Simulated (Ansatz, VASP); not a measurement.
This is a calculation of Ti (Titanium) for VASP 6.6.1. 

INCAR

```
PREC     = Accurate       # precision mode
ENCUT    = 600            # plane-wave cutoff, eV
EDIFF    = 1E-6           # SCF threshold, eV
ISMEAR   = 1              # smearing method
SIGMA    = 0.2            # smearing width, eV
LREAL    = F              # projectors in reciprocal space
LASPH    = T              # aspherical terms in the spheres
NELM     = 100            # most SCF steps
ALGO     = Fast           # electronic algorithm
ISIF     = 3              # what is computed and relaxed
LWAVE    = F              # write WAVECAR
LCHARG   = F              # write CHGCAR
GGA      = RP             # functional
IBRION   = 2              # ionic algorithm
NSW      = 60             # ionic steps
EDIFFG   = -0.01          # ionic threshold
```

The input Ti.cif:

```cif
data_Ti
_cell_length_a 2.95000000
_cell_length_b 2.95000000
_cell_length_c 4.68000000
_cell_angle_alpha 90.00000000
_cell_angle_beta 90.00000000
_cell_angle_gamma 120.00000000
_space_group_name_H-M_alt 'P6_3/mmc'
_space_group_name_Hall '-P 6c 2c'
_space_group_IT_number 194
loop_
_space_group_symop_operation_xyz
'x,y,z'
'-x,-y,-z'
'x-y,x,z+1/2'
'-x+y,-x,-z+1/2'
'-y,x-y,z'
'y,-x+y,-z'
'-x,-y,z+1/2'
'x,y,-z+1/2'
'-x+y,-x,z'
'x-y,x,-z'
'y,-x+y,z+1/2'
'-y,x-y,-z+1/2'
'-y,-x,-z+1/2'
'y,x,z+1/2'
'-x,-x+y,-z'
'x,x-y,z'
'-x+y,y,-z+1/2'
'x-y,-y,z+1/2'
'y,x,-z'
'-y,-x,z'
'x,x-y,-z+1/2'
'-x,-x+y,z+1/2'
'x-y,-y,-z'
'-x+y,y,z'
loop_
_atom_site_label
_atom_site_type_symbol
_atom_site_symmetry_multiplicity
_atom_site_Wyckoff_symbol
_atom_site_fract_x
_atom_site_fract_y
_atom_site_fract_z
_atom_site_occupancy
Ti1 Ti 2 c 0.6666666667 0.3333333333 0.7500000000 1
```

KPOINTS

```
Automatic mesh
0
Gamma
  10 10 6
```

The input POSCAR:

```
Ti
 1.0000000000000000
     2.9500000000000002    0.0000000000000000    0.0000000000000000
    -1.4749999999999994    2.5547749411640943    0.0000000000000000
     0.0000000000000000    0.0000000000000000    4.6799999999999997
 Ti 
   2
Cartesian
  1.4750000001475003  0.8515916469695389  3.5099999999999998
 -0.0000000001474996  1.7031832941945555  1.1699999999999999
```

Potentials or basis: VASP PAW PBE potentials, release 64 (Ti_sv).

The run is started by

```bash
$ ase convert -i cif -o vasp Ti.cif POSCAR
$ cat potpaw_PBE.64/Ti_sv/POTCAR > POTCAR
$ mpirun -np 1 vasp_std > vasp.out
```

**Question.** Set up the same calculation for Ansatz 0.2.0. Potentials or basis there: all-electron LAPW, scalar-relativistic.

**Answer.** As run (cutoffs and basis follow the program's own potentials, and thresholds, step limits or extra output files can differ):

File input.yaml:

```yaml
crystal:
  lattice:
    - [2.95, 0.0, 0.0]
    - [-1.475, 2.5547749412, 0.0]
    - [0.0, 0.0, 4.68]
  atoms:
    - { symbol: Ti, position: [0.6666666667, 0.3333333333, 0.75] }
    - { symbol: Ti, position: [0.3333333333, 0.6666666667, 0.25] }
kpoints:
  mp_grid: { grid: [10, 10, 6] }
scf:
  occupations: { method: methfessel_paxton, width: 0.2 }
hamiltonian:
  xc: rpbe
  pseudopotentials: { kind: all_electron, lapw: { basis_error: 0.001 } }
output:
  forces: true
  stress: true
relax:
  f_tol: 0.01
  max_steps: 60
  cell: {}
```

Potentials or basis: all-electron LAPW, scalar-relativistic.

Launch:

```sh
$ ansatz run input.yaml --threads 1 --pin off --max-ram 3072MiB --backend cpu --events-out ev --progress --plain --runs-dir out
```

Both were run:

|  | VASP | Ansatz |
| --- | --- | --- |
| Relaxed volume | 17.84 Å³/atom | 17.89 Å³/atom |
| Relaxed cell | a = 2.965 Å, b = 2.965 Å, c = 4.686 Å, α = 90.00°, β = 90.00°, γ = 120.00° | a = 2.968 Å, b = 2.968 Å, c = 4.691 Å, α = 90.00°, β = 90.00°, γ = 120.00° |
| Space group after relaxing | P6_3/mmc (No. 194) | P6_3/mmc (No. 194) |
| Pressure after relaxing | 0.1 GPa | 0.0 GPa |

VASP's potentials were made for PBE.

Where Ansatz's input types no cutoff or centring, it takes its own default and a Γ-centred mesh.

Pressure is positive in compression.
